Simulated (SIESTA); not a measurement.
The system is AlN.

```
CELL_PARAMETERS angstrom
3.11300 0.00000 0.00000
-1.55650 2.69594 0.00000
0.00000 0.00000 4.98100
ATOMIC_POSITIONS crystal
Al 0.66667 0.33333 0.50000
Al 0.33333 0.66667 0.00000
N 0.66667 0.33333 0.88000
N 0.33333 0.66667 0.38000
```

Base run:

* Program: SIESTA 5.4.2
* Functional: PBE
* Potentials or basis: PseudoDojo 0.4 standard (PBE files)
* Basis: DZP (energy shift 0.002 Ry; radii capped at 9.5 bohr)
* Grid cutoff: 800 Ry
* Energy shift: 0.002 Ry
* k mesh: 10 × 10 × 6
* Occupations: fermi-dirac, width 0.05 eV
* Spin: no spin polarisation

Its results: band gap on the k mesh 4.37 eV, direct; pressure 5.3 GPa; largest force 0.138 eV/Å.

Task: After a change of settings the same cell gave: band gap on the k mesh 4.43 eV, direct; pressure -3.6 GPa; largest force 0.122 eV/Å. Which change was it?
A. functional from PBE to LDA; potentials or basis from PseudoDojo 0.4 standard (PBE files) to PseudoDojo 0.4 standard (LDA files)
B. functional from PBE to AM05; potentials or basis from PseudoDojo 0.4 standard (PBE files) to PseudoDojo 0.4 standard (PBEsol files)
C. basis from DZP (energy shift 0.002 Ry; radii capped at 9.5 bohr) to TZDP (energy shift 0.01 Ry); energy shift from 0.002 Ry to 0.01 Ry

Result: A.

Caveats: the basis of atomic orbitals isn't converged, which shifts pressures, moduli and gaps.
